AlNi in the CuAu (L1₀) structure, two atoms per cell, computed with Ansatz 0.2.0: PBE, plane-wave PAW, scalar-relativistic, no spin polarisation, 420 eV cutoff, 16×16×14 k mesh, 0.1 eV Gaussian smearing. Cell shape and atoms are relaxed at each volume. Energies count from the minimum of a third-order Birch-Murnaghan fit; positive pressure means compression.

| volume per atom (Å³/atom) | energy over minimum (meV/atom) | pressure (GPa) |
| --- | --- | --- |
| 10.654 | 108.7 | 26.89 |
| 11.017 | 57.6 | 18.45 |
| 11.380 | 24.1 | 11.28 |
| 11.743 | 5.7 | 5.19 |
| 12.107 | 0.0 | 0.00 |
| 12.470 | 5.2 | -4.42 |
| 12.833 | 19.6 | -8.18 |
| 13.317 | 50.9 | -12.34 |

Read against a parabola, the two end rows of this table look wrong. Take a parabola in volume whose minimum and curvature match the bottom of the curve. It falls 22 meV/atom short of the computed energy in the most compressed row (10.654 Å³/atom) and overshoots the most expanded one (13.317 Å³/atom) by 9 meV/atom. AlNi seems too hard to squeeze and too easy to stretch.

**A skewed curve, not a broken one**

A true break belongs to one row, or begins at one row. These misses grow steadily away from the minimum and change sign there. The row at 11.380 Å³/atom lies half as far from the minimum as the most compressed row, and the parabola misses it by 2.5 meV/atom, about one ninth as much. A smooth cubic term would make it one eighth. The parabola is failing as a description, while the crystal carries on undisturbed.

What the parabola assumes can be seen in the pressure. It makes the pressure fall by the same amount for every equal step in volume. The bulk modulus, B = −V dP/dV, would then be proportional to the volume V, so the metal would soften when squeezed. The table shows the opposite: between the first two rows the pressure P drops by 8.44 GPa, but between 12.470 and 12.833 Å³/atom, for the same step in volume, only by 3.76 GPa.

The reason is a general one for bonded matter. If the electron cloud is simply scaled down with the crystal, its kinetic energy rises as the inverse square of the distances, while the electrostatic attraction grows only as the inverse first power. The overlap of neighbouring atoms adds a repulsion that is steeper still. Stretching weakens all these forces, and the resistance to further stretching weakens with them. Part of the skew is mere geometry, since even bonds acting as ideal springs in their length would give an energy that is lopsided in volume. The table shows the total skew; its origin in these competing energies is argued from theory.

**A better measure of compression**

A variable built on inverse distances suits this physics better than volume. The usual choice, the Eulerian strain, follows their square:

f = ½ [(V₀/V)^(2/3) − 1]

Here V₀ = 12.106 Å³/atom is the volume at the fitted minimum, and f is positive in compression. Expanding the energy E above the minimum to third order in f gives the Birch-Murnaghan form:

E = (9/2) B₀ V₀ f² [1 + (B₀′ − 4) f]

B₀ is the bulk modulus at the minimum, and B₀′ tells how fast the modulus rises with pressure. The f² term alone already implies B₀′ = 4, a metal that stiffens under load. This 4 belongs to the choice of strain and does not follow from the scaling argument above: the inverse-square and inverse-first-power terms on their own are expected to give a smaller B₀′, and the steeper overlap repulsion is what should raise it.

Fitted to all eight rows, the form gives B₀ = 159 GPa and B₀′ = 4.3. Near the minimum, each GPa of applied pressure therefore adds about 4.3 GPa to the bulk modulus. Because this is so close to 4, the f² term alone cuts the miss in the most compressed row from 22 to 1.6 meV/atom. The cubic term removes the rest, and no row then departs from the curve by more than the last printed digit of the energy.

A stricter question is whether the compressed side foretells the expanded side. With the two coefficients fitted only to the five smallest volumes, the energy in meV/atom is 54094 f² + 21064 f³. For the row at 13.317 Å³/atom:

- f = ½ [(12.106/13.317)^(2/3) − 1] = −0.0308
- the square term gives 51.3 and the cubic term −0.6
- E = 50.7 meV/atom, against a computed 50.9

This row took no part in fixing the two coefficients, although V₀ and the zero of energy come from a fit to all eight rows. The miss is 0.4 % of the computed energy, so nothing new sets in between squeezing and stretching.

The pressures give a second check, because they were computed from the stress on the cell and not from the energies. The slope of the eight-row energy fit reproduces them to about 0.03 GPa in every row. This matters because a kink in the energy, perhaps too faint to notice, would appear as a step in the pressure. No step stands out above these misses, though one of comparable size could hide among them. The misses for each row are in the printed analysis below.

**Why nothing interrupts the curve**

The crystal has little freedom to do anything but shrink or swell. Its ratio of axes c/a is 1.004, so despite the L1₀ label it is practically the cubic CsCl structure, with each atom surrounded by eight of the other kind. Symmetry holds both atoms in place and, in the runs at changed volume, leaves only c/a free, so a change of volume does little more than scale the bonds. The equilibrium run started in a lower symmetry, Cmmm, which also lets the square base skew, yet it ended with the base square. The small departure of c/a from 1 is probably numerical, since the 16×16×14 mesh is not cubic; the most compressed row still carries 26.94 GPa along a against 26.80 GPa along c, so its shape is not perfectly relaxed. The final cells of the equilibrium row and the four compressed rows are all cubic within a loose tolerance. For the three expanded rows, the evidence for an unchanged structure is that their energies stay on the curve.

The electrons are equally uneventful. The cell holds an odd number of them, so with paired spins the bands can never be exactly filled and AlNi stays metallic at every volume. The smearing energy of the runs gives the number of electron states at the Fermi level: about 0.69 per eV and cell in the most compressed row and 0.75 at equilibrium. So small a change gives no sign of a sharp peak in the states sweeping through the Fermi level under compression, though the smearing would blur a weak feature; for the three expanded rows no such value is at hand.

**What a real break would look like**

A large change of shape would be hard to overlook. The equilibrium run happened to start from a distorted cell, with one axis about 13 % longer than the other two. That ratio holds for the starting cell only: the relaxed cell, the one in the table, has edges of 2.889, 2.889 and 2.901 Å. If the starting cell had right angles, which the outputs at hand do not list, its volume was close to that of the row at 11.743 Å³/atom, and it lay about 22 meV/atom above the smooth curve. That cell is not a minimum, and the run relaxed out of it, so the figure only shows what a distortion of this size costs: a row left in such a shape would read about 28 meV/atom instead of 5.7. A new shape that the relaxation found favourable would instead pull rows below the curve. Since the cost is expected to grow as the square of the distortion, a change of c/a by a fraction of a per cent would pass unseen in the energies. The scan can reveal only changes that fit into this two-atom cell and keep the symmetry each run started with. The runs also warn that the structure was snapped to symmetry, so slight departures from it may have been removed rather than tested, and a cell held this way may sit on a saddle instead of in a true minimum. The energies are moreover for zero temperature, without zero-point motion. The smoothness of the curve therefore does not establish that the phase remains the most stable one at 27 GPa, or even that it is stable against distortions that break its symmetry.

The other natural place for a break is magnetism, most likely on the expanded side, where weaker overlap narrows the bands and crowds the states. A moment would pull the energy below the curve from some volume onwards. The calculation kept all spins paired and could not show this, but the Stoner criterion gives a rough guide. Half the states at the Fermi level times an exchange energy of roughly 1 eV (a recalled value) must exceed 1 for a moment to form spontaneously; at equilibrium the product is about 0.4. The states would have to become more than twice as dense, which makes a moment near equilibrium unlikely but leaves the most stretched rows untested.

The analysis program printed:

```
fit of energy_over_minimum on 8 rows: coefficient of f2 54212 +/- 16, coefficient of f3 18210 +/- 407; rms 0.0236, worst 11.38 0.0605, leave-one-out rms 0.035
fit of energy_over_minimum on 5 rows (volume < 12.2): coefficient of f2 54094 +/- 73, coefficient of f3 21064 +/- 1763; rms 0.0201, worst 11.38 0.0345, leave-one-out rms 0.112
  rows outside the fit (model, value, miss): 12.47 5.161, 5.2, -0.0391; 12.833 19.54, 19.6, -0.0644; 13.317 50.7, 50.9, -0.203
Model less computed value (energies in meV/atom and pressure in GPa):
     row  volume parabola  strain parabola  third order  pressure from energy fit
  10.654           -22.08           -1.608    -0.009047                  0.002869
  11.017           -8.883          -0.6208   -0.0002659                 -0.009019
   11.38           -2.454          -0.1091      0.06047                 -0.007332
  11.743          -0.2931         -0.01217     0.007397                 -0.009104
  12.107        7.054e-05        7.052e-05    7.052e-05                  -0.01725
   12.47           0.2553        -0.007944     -0.02501                  -0.01343
  12.833            2.143            0.125    -0.001431                  -0.01901
  13.317             9.41           0.5252    -0.006817                  -0.03218
Bulk modulus from the energy fit, GPa: 159.4
Pressure derivative of the bulk modulus: 4.336
Largest energy miss of the third-order form, meV/atom: 0.06047
Rms of the original fit to unrounded energies, meV/atom: 0.007777
Largest pressure miss, GPa: 0.03218
Largest pressure drop between neighbouring rows, GPa: 8.44
Smallest pressure drop between neighbouring rows, GPa: 3.76
Ratio c/a of the relaxed cell: 1.004
Distorted starting cell above the smooth curve at its volume, meV/atom: 21.81
States at the Fermi level, smallest volume, per eV and cell, both spins: 0.6916
States at the Fermi level, equilibrium, per eV and cell, both spins: 0.7452
Rough Stoner product at equilibrium (a moment needs more than 1): 0.3726
```
